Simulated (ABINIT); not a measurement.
# TiB2 (P6/mmm) in ABINIT: a series of runs

One crystal, TiB2, is run at these levels: LDA, PBEsol, PBE; tasks: single point, relaxation of cell and atoms.

Everything below comes from runs of ABINIT 10.8.3 (patched build). Logs are shortened: lines on timing, memory, paths and dates and some standing lists are left out, and cuts for length are marked. The log counts tension as positive stress, the text compression.

### 1 The crystal as given

Symmetry: P6/mmm, No. 191, hexagonal system. The conventional cell has a = 3.029 Å, b = 3.029 Å, c = 3.228 Å, α = 90.00°, β = 90.00°, γ = 120.00°. Ti (site symmetry 6/mmm) is surrounded by 12 B at 2.38 Å. Around B (site symmetry -6m2) lie 3 B at 1.75 Å.

### 2 Single point, LDA

The input, run.abi:

```
# Pseudopotentials
pp_dirpath "./"
pseudos "Ti.hgh, B.hgh"

# Structure
acell 3.0292 3.0292 3.2284 Angstrom
rprim
     1.0000000000     0.0000000000     0.0000000000
    -0.5000000000     0.8660254038     0.0000000000
     0.0000000000     0.0000000000     1.0000000000
ntypat 2
znucl 22 5
natom 3
typat 1 2 2
xcart
     0.0000000000     0.0000000000     0.0000000000
     2.8621791886     1.6524799247     3.0503959104
    -0.0000000003     3.3049598498     3.0503959104

# Plane-wave basis
ecut 32.0

# k points
kptopt 1
ngkpt 8 8 6
nshiftk 1
shiftk 0.0 0.0 0.0

# Exchange and correlation
ixc 7

# Bands and occupations
nband 9
occopt 3
tsmear 0.05 eV

# SCF cycle
nstep 100
tolvrs 1.0e-10

# Output
iomode 3
prtwf 0
prteig 0
prtebands 0
enunit 1
prtden 1
prtvha 1
prtvclmb 1
prtpot 1
prtelf 1
```

Potentials or basis: HGH LDA.

Launch:

```sh
abinit run.abi > log 2>&1
```

run.abo:

```text
.Version 10.8.3 of ABINIT
 Symmetries : space group P6/m m m (#191); Bravais hP (primitive hexag.)
================================================================================
 Values of the parameters that define the memory need of the present run
     intxc =       0    ionmov =       0      iscf =       7    lmnmax =       6
     lnmax =       6     mgfft =      32  mpssoang =       3    mqgrid =    3001
     natom =       3  nloc_mem =       1    nspden =       1   nspinor =       1
    nsppol =       1      nsym =      24    n1xccc =       0    ntypat =       2
    occopt =       3   xclevel =       1
       mpw =        1514          nfft =       28800          nkpt =          40
================================================================================
================================================================================

--------------------------------------------------------------------------------
------------- Echo of variables that govern the present computation ------------
--------------------------------------------------------------------------------
 -outvars: echo values of preprocessed input variables --------
            acell      5.7243583806E+00  5.7243583806E+00  6.1007918249E+00 Bohr
              amu      4.78800000E+01  1.08110000E+01
             ecut      3.20000000E+01 Hartree
           enunit           1
              ixc           7
         kptrlatt        8    0    0      0    8    0      0    0    6
          kptrlen      3.66047509E+01
            natom           3
            nband           9
            ngfft          30      30      32
             nkpt          40
            nstep         100
             nsym          24
           ntypat           2
           occopt           3
        prtebands           0
           prteig           0
           prtelf           1
           prtpot           1
         prtvclmb           1
           prtvha           1
            prtwf           0
            rprim      1.0000000000E+00  0.0000000000E+00  0.0000000000E+00
                      -5.0000000000E-01  8.6602540380E-01  0.0000000000E+00
                       0.0000000000E+00  0.0000000000E+00  1.0000000000E+00
          spgroup         191
           tolvrs      1.00000000E-10
           tsmear      1.83746611E-03 Hartree
            typat      1  2  2
           xangst      0.0000000000E+00  0.0000000000E+00  0.0000000000E+00
                       1.5146000000E+00  8.7445471773E-01  1.6142000000E+00
                      -2.9105334907E-16  1.7489094355E+00  1.6142000000E+00
            xcart      0.0000000000E+00  0.0000000000E+00  0.0000000000E+00
                       2.8621791903E+00  1.6524799260E+00  3.0503959124E+00
                      -5.5001111777E-16  3.3049598520E+00  3.0503959124E+00
             xred      0.0000000000E+00  0.0000000000E+00  0.0000000000E+00
                       6.6666666667E-01  3.3333333333E-01  5.0000000000E-01
                       3.3333333333E-01  6.6666666667E-01  5.0000000000E-01
            znucl       22.00000    5.00000

================================================================================

 chkinp: Checking input parameters for consistency.

================================================================================
== DATASET  1 ==================================================================

--- !DatasetInfo
iteration_state: {dtset: 1, }
dimensions: {natom: 3, nkpt: 40, mband: 9, nsppol: 1, nspinor: 1, nspden: 1, mpw: 1514, }
cutoff_energies: {ecut:  32.0, pawecutdg:  -1.0, }
electrons: {nelect:   1.00000000E+01, charge:   0.00000000E+00, occopt:   3.00000000E+00, tsmear:   1.83746611E-03, }
meta: {optdriver: 0, ionmov: 0, optcell: 0, iscf: 7, paral_kgb: 0, }
...

 Exchange-correlation functional for the present dataset will be:
  LDA: Perdew-Wang 92 LSD fit to Ceperley-Alder data - ixc=7
  J.P.Perdew and Y.Wang, PRB 45, 13244 (1992)

 Real(R)+Recip(G) space primitive vectors, cartesian coordinates (Bohr,Bohr^-1):
 R(1)=  5.7243584  0.0000000  0.0000000  G(1)=  0.1746921  0.1008585  0.0000000
 R(2)= -2.8621792  4.9574398  0.0000000  G(2)=  0.0000000  0.2017170  0.0000000
 R(3)=  0.0000000  0.0000000  6.1007918  G(3)=  0.0000000  0.0000000  0.1639131
 Unit cell volume ucvol=  1.7312926E+02 bohr^3
 Angles (23,13,12)=  9.00000000E+01  9.00000000E+01  1.20000000E+02 degrees

 getcut: wavevector=  0.0000  0.0000  0.0000  ngfft=  30  30  32
         ecut(hartree)=     32.000   => boxcut(ratio)=   2.05957

--- Pseudopotential description ------------------------------------------------
- pspini: atom type   1  psp file is ./Ti.hgh
    3    1    2    0      2001   0.00000      pspcod,pspxc,lmax,lloc,mmax,r2well

 pspatm : COMMENT -
  the projectors are not normalized,
  so that the KB energies are not consistent with
  definition in PRB44, 8503 (1991).
  However, this does not influence the results obtained hereafter.

- pspini: atom type   2  psp file is ./B.hgh
    3    1    1    0      2001   0.00000      pspcod,pspxc,lmax,lloc,mmax,r2well

 pspatm : COMMENT -
  the projectors are not normalized,
  so that the KB energies are not consistent with
  definition in PRB44, 8503 (1991).
  However, this does not influence the results obtained hereafter.

   1.19793111E+02                                ecore*ucvol(ha*bohr**3)
--------------------------------------------------------------------------------

================================================================================

--- !BeginCycle
iteration_state: {dtset: 1, }
solver: {iscf: 7, nstep: 100, nline: 4, wfoptalg: 0, }
tolerances: {tolvrs: 1.00E-10, }
...

     iter   Etot(hartree)      deltaE(h)  residm     vres2
 ETOT  1  -9.1961030486507    -9.196E+00 1.394E-01 5.521E+02
 ETOT  2  -9.2053223775084    -9.219E-03 9.934E-02 6.153E+02
 ETOT  3  -9.3762026869923    -1.709E-01 9.165E-03 8.370E+00
 ETOT  4  -9.3785089092443    -2.306E-03 4.902E-03 2.913E-01
 ETOT  5  -9.3785965470436    -8.764E-05 3.127E-03 8.681E-03
 ETOT  6  -9.3785991047574    -2.558E-06 3.136E-03 4.796E-04
 ETOT  7  -9.3785992504409    -1.457E-07 1.344E-03 4.553E-07
 ETOT  8  -9.3785992506627    -2.218E-10 1.066E-03 4.113E-08
 ETOT  9  -9.3785992506772    -1.444E-11 1.134E-03 2.047E-11

 At SCF step    9       vres2   =  2.05E-11 < tolvrs=  1.00E-10 =>converged.

 Compute ELF
--------------------------------------------------------------------------------

 Compute kinetic energy density

 Compute gradient of the electron density
 Electron Localization Function (ELF) [min:0;max:1]
)     Maximum=    8.6429E-01  at reduced coord.    0.5000    0.5000    0.5000
)     Minimum=    0.0000E+00  at reduced coord.    0.6667    0.3333    0.5000
   Integrated=    6.9374E+01

--------------------------------------------------------------------------------
 End of ELF section

 Cartesian components of stress tensor (hartree/bohr^3)
  sigma(1 1)=  5.73643997E-04  sigma(3 2)=  0.00000000E+00
  sigma(2 2)=  5.73643997E-04  sigma(3 1)=  0.00000000E+00
  sigma(3 3)=  6.71515877E-04  sigma(2 1)=  0.00000000E+00

--- !ResultsGS
iteration_state: {dtset: 1, }
comment   : Summary of ground state results
lattice_vectors:
- [  5.7243584,   0.0000000,   0.0000000, ]
- [ -2.8621792,   4.9574398,   0.0000000, ]
- [  0.0000000,   0.0000000,   6.1007918, ]
lattice_lengths: [   5.72436,    5.72436,    6.10079, ]
lattice_angles: [ 90.000,  90.000, 120.000, ] # degrees, (23, 13, 12)
lattice_volume:   1.7312926E+02
convergence: {deltae: -1.444E-11, res2:  2.047E-11, residm:  1.134E-03, diffor: null, }
etotal    :  -9.37859925E+00
entropy   :   0.00000000E+00
fermie    :   3.50887196E-01
cartesian_stress_tensor: # hartree/bohr^3
- [  5.73643997E-04,   0.00000000E+00,   0.00000000E+00, ]
- [  0.00000000E+00,   5.73643997E-04,   0.00000000E+00, ]
- [  0.00000000E+00,   0.00000000E+00,   6.71515877E-04, ]
pressure_GPa:  -1.7837E+01
xred      :
- [  0.0000E+00,   0.0000E+00,   0.0000E+00, Ti]
- [  6.6667E-01,   3.3333E-01,   5.0000E-01,  B]
- [  3.3333E-01,   6.6667E-01,   5.0000E-01,  B]
cartesian_forces: # hartree/bohr
- [ -1.56794587E-29,  -9.05253970E-30,  -0.00000000E+00, ]
- [  3.13589174E-29,  -1.44840635E-28,  -0.00000000E+00, ]
- [ -1.56794587E-29,   1.53893175E-28,  -0.00000000E+00, ]
force_length_stats: {min:   1.81050794E-29, max:   1.54689866E-28, mean:   1.06997136E-28, }
...

 Integrated electronic density in atomic spheres:
 ------------------------------------------------
 Atom  Sphere_radius  Integrated_density
    1        2.00000          1.86915415
    2        2.00000          2.79173604
    3        2.00000          2.79173604
================================================================================

 ----iterations are completed or convergence reached----

 Mean square residual over all n,k,spin=   46.296E-07; max=  11.337E-04
 reduced coordinates (array xred) for    3 atoms
       0.000000000000      0.000000000000      0.000000000000
       0.666666666667      0.333333333333      0.500000000000
       0.333333333333      0.666666666667      0.500000000000
 rms dE/dt=  3.9123E-28; max dE/dt=  8.0779E-28; dE/dt below (all hartree)
    1       0.000000000000      0.000000000000      0.000000000000
    2      -0.000000000000      0.000000000000      0.000000000000
    3       0.000000000000     -0.000000000000      0.000000000000

 cartesian coordinates (angstrom) at end:
    1      0.00000000000000     0.00000000000000     0.00000000000000
    2      1.51460000000000     0.87445471773032     1.61420000000000
    3     -0.00000000000000     1.74890943546064     1.61420000000000

 cartesian forces (hartree/bohr) at end:
    1     -0.00000000000000    -0.00000000000000    -0.00000000000000
    2      0.00000000000000    -0.00000000000000    -0.00000000000000
    3     -0.00000000000000     0.00000000000000    -0.00000000000000
 frms,max,avg= 7.1661969E-29 1.5389317E-28   0.000E+00  0.000E+00  0.000E+00 h/b

 cartesian forces (eV/Angstrom) at end:
    1     -0.00000000000000    -0.00000000000000    -0.00000000000000
    2      0.00000000000000    -0.00000000000000    -0.00000000000000
    3     -0.00000000000000     0.00000000000000    -0.00000000000000
 frms,max,avg= 3.6850066E-27 7.9135052E-27   0.000E+00  0.000E+00  0.000E+00 e/A
 length scales=  5.724358380600  5.724358380600  6.100791824881 bohr
              =  3.029200000000  3.029200000000  3.228400000000 angstroms
 Fermi (or HOMO) energy (eV) =   9.54813   Average Vxc (eV)= -11.64101
 Eigenvalues (   eV  ) for nkpt=  40  k points:
 kpt#   1, nband=  9, wtk=  0.00260, kpt=  0.0000  0.0000  0.0000 (reduced coord)
  -3.97953    6.90807    6.90807    7.13694    7.44598   11.32330   11.32330   13.15958
  13.15958
 prteigrs : prtvol=0 or 1, do not print more k-points.

--- !EnergyTerms
iteration_state     : {dtset: 1, }
comment             : Components of total free energy in Hartree
kinetic             :  1.01418766826651E+01
hartree             :  3.86338269440715E-01
xc                  : -3.48695851310661E+00
Ewald energy        : -1.22713691623062E+01
psp_core            :  6.91928745552114E-01
local_psp           : -2.18176103451070E+00
non_local_psp       : -2.65861167901543E+00
internal            : -9.37855669128101E+00
'-kT*entropy'       : -4.25593961772520E-05
total_energy        : -9.37859925067718E+00
total_energy_eV     : -2.55204686656445E+02
band_energy         :  1.52088391903777E+00
...

 Cartesian components of stress tensor (hartree/bohr^3)
  sigma(1 1)=  5.73643997E-04  sigma(3 2)=  0.00000000E+00
  sigma(2 2)=  5.73643997E-04  sigma(3 1)=  0.00000000E+00
  sigma(3 3)=  6.71515877E-04  sigma(2 1)=  0.00000000E+00

-Cartesian components of stress tensor (GPa)         [Pressure= -1.7837E+01 GPa]
- sigma(1 1)=  1.68771891E+01  sigma(3 2)=  0.00000000E+00
- sigma(2 2)=  1.68771891E+01  sigma(3 1)=  0.00000000E+00
- sigma(3 3)=  1.97566792E+01  sigma(2 1)=  0.00000000E+00

== END DATASET(S) ==============================================================
================================================================================

 -outvars: echo values of variables after computation  --------
            acell      5.7243583806E+00  5.7243583806E+00  6.1007918249E+00 Bohr
           etotal     -9.3785992507E+00
            fcart     -1.5679458693E-29 -9.0525396969E-30 -0.0000000000E+00
                       3.1358917386E-29 -1.4484063515E-28 -0.0000000000E+00
                      -1.5679458693E-29  1.5389317485E-28 -0.0000000000E+00
            rprim      1.0000000000E+00  0.0000000000E+00  0.0000000000E+00
                      -5.0000000000E-01  8.6602540380E-01  0.0000000000E+00
                       0.0000000000E+00  0.0000000000E+00  1.0000000000E+00
           strten      5.7364399737E-04  5.7364399720E-04  6.7151587736E-04
                       0.0000000000E+00  0.0000000000E+00  0.0000000000E+00
           xangst      0.0000000000E+00  0.0000000000E+00  0.0000000000E+00
                       1.5146000000E+00  8.7445471773E-01  1.6142000000E+00
                      -2.9105334907E-16  1.7489094355E+00  1.6142000000E+00
             xred      0.0000000000E+00  0.0000000000E+00  0.0000000000E+00
                       6.6666666667E-01  3.3333333333E-01  5.0000000000E-01
                       3.3333333333E-01  6.6666666667E-01  5.0000000000E-01
 Calculation completed.
```

Run time: 12 s. Hardware: 1 thread of Arm Neoverse V1, shared host; peak memory 0.06 GiB.

What came out:

* Free energy: -255.2047 eV
* Band gap on the k mesh: none (metal or under the smearing width)
* Valence electrons inside the program's atomic spheres: Ti 1.87; B 2.79

Levels at points of the mesh, in eV from the Fermi level:
| k point | band 3 | band 4 | band 5 | band 6 | band 7 | band 8 |
| --- | --- | --- | --- | --- | --- | --- |
| (0.00, 0.00, 0.00) | -2.64 | -2.41 | -2.10 | 1.78 | 1.78 | 3.61 |
| (0.50, 0.00, 0.00) | -3.32 | -3.25 | -2.27 | 1.22 | 2.69 | 3.24 |
| (0.00, 0.00, 0.50) | -0.54 | -0.54 | -0.28 | -0.28 | 0.35 | 0.35 |
| (0.50, 0.00, 0.50) | -4.66 | -3.82 | -3.33 | 2.47 | 2.88 | 4.55 |

Caveat: the cutoff is too short for stress, so the log's stress isn't used; HGH potentials are hard and often keep d shells in the core, so these values are rough.

### 3 Single point, PBEsol (cell squeezed)

The input, run.abi:

```
# Pseudopotentials
pp_dirpath "./"
pseudos "Ti.upf, B.upf"

# Structure
acell 3*1.0 Angstrom
rprim
     2.9461660724     0.0000000000     0.0000000000
    -1.4730830362     2.5514546624     0.0000000000
     0.0000000000     0.0000000000     3.1399057666
ntypat 2
znucl 22 5
natom 3
typat 1 2 2
xred
     0.0000000000     0.0000000000     0.0000000000
     0.6666666667     0.3333333333     0.5000000000
     0.3333333333     0.6666666667     0.5000000000
chkprim 0
chksymtnons 0
tolsym 1.0e-6

# Plane-wave basis
ecut 42.0

# k points
kptopt 1
ngkpt 8 8 6
nshiftk 1
shiftk 0.0 0.0 0.0

# Exchange and correlation
ixc -116133

# Bands and occupations
nband 13
occopt 3
tsmear 0.00183747

# SCF cycle
nstep 100
tolvrs 1.0e-10

# Output
iomode 3
prtwf 0
prtden 0
prteig 0
prtebands 0
```

Potentials or basis: PseudoDojo NC SR PBEsol v0.4 stringent.

Launch:

```sh
abinit run.abi > log 2>&1
```

It took 22 s on 1 thread of Intel Xeon 6975P-C (Granite Rapids), shared host; peak memory 0.07 GiB.

The run converged. Its results:

- Free energy: -1776.7778 eV
- Pressure: 19.6 GPa
- Band gap on the k mesh: none (metal or under the smearing width)
- Valence electrons inside the program's atomic spheres: Ti 9.66; B 2.99

Stress tensor (GPa, compression positive):
```
22.46  0.00  0.00
 0.00 22.46  0.00
 0.00  0.00 13.77
```

Levels at points of the mesh, in eV from the Fermi level:
```tsv
k point	band 6	band 7	band 8	band 9	band 10	band 11	band 12	band 13
(0.00, 0.00, 0.00)	-2.90	-2.90	-2.48	-2.45	2.05	2.05	3.99	3.99
(0.50, 0.00, 0.00)	-9.44	-3.61	-3.49	-2.63	1.41	3.01	3.51	3.56
(0.00, 0.00, 0.50)	-8.08	-0.64	-0.64	-0.31	-0.31	0.37	0.37	1.75
(0.50, 0.00, 0.50)	-7.83	-5.08	-4.25	-3.25	2.71	3.22	5.05	5.06
```

### 4 Relaxation of cell and atoms, PBE

The input, run.abi:

```
# Pseudopotentials
pp_dirpath "./"
pseudos "Ti.upf, B.upf"

# Structure
acell 3*1.0
rprim
     5.7243583767     0.0000000000     0.0000000000
    -2.8621791884     4.9574397745     0.0000000000
     0.0000000000     0.0000000000     6.1007918207
ntypat 2
znucl 22 5
natom 3
typat 1 2 2
chkprim 0
chksymtnons 0
tolsym 1.0e-6
xred
            0.0            0.0            0.0
            2/3            1/3            1/2
            1/3            2/3            1/2

# Plane-wave basis
ecut 42.0
ecutsm 0.5

# k points
kptopt 1
ngkpt 8 8 6
nshiftk 1
shiftk 0.0 0.0 0.0

# Exchange and correlation
ixc 11

# Bands and occupations
nband 13
occopt 3
tsmear 0.05 eV

# SCF cycle
nstep 80
tolvrs 1.0e-12

# Output
iomode 3
prteig 0
prtebands 0
prtwf 0
prtden 0

# Relaxation
ionmov 2
optcell 2
ntime 50
tolmxf 2.0e-5
dilatmx 1.08
```

Potentials or basis: PseudoDojo NC SR PBE v0.4.1 standard.

Launch:

```sh
abinit run.abi > log 2>&1
```

It took 3.3 min on 1 thread of Arm Neoverse V1, shared host; peak memory 0.1 GiB.

It converged, with:

| Property | Result |
| --- | --- |
| Free energy | -1778.3995 eV |
| Energy gained by relaxing | 0.0 meV/atom |
| Ionic steps | 5 |
| Pressure after relaxing | 0.0 GPa |
| Band gap on the k mesh | none (metal or under the smearing width) |

The path:
| step | energy change (eV) | largest force (eV/Å) | pressure (GPa) | volume (Å³) |
| --- | --- | --- | --- | --- |
| 1 | 0.0000 | 0.0000 | 0.10 | 25.66 |
| 2 | -0.0001 | 0.0000 | -0.02 | 25.66 |
| 3 | -0.0001 | 0.0000 | -0.04 | 25.66 |
| 4 | -0.0001 | 0.0000 | -0.01 | 25.66 |
| 5 | -0.0001 | 0.0000 | 0.00 | 25.66 |

Final structure:
```
Ti B
1.0
     3.03169    0.00000    0.00000
    -1.51585    2.62552    0.00000
     0.00000    0.00000    3.22320
Ti B
1 2
Direct
  0.00000 0.00000 0.00000
  0.66667 0.33333 0.50000
  0.33333 0.66667 0.50000
```
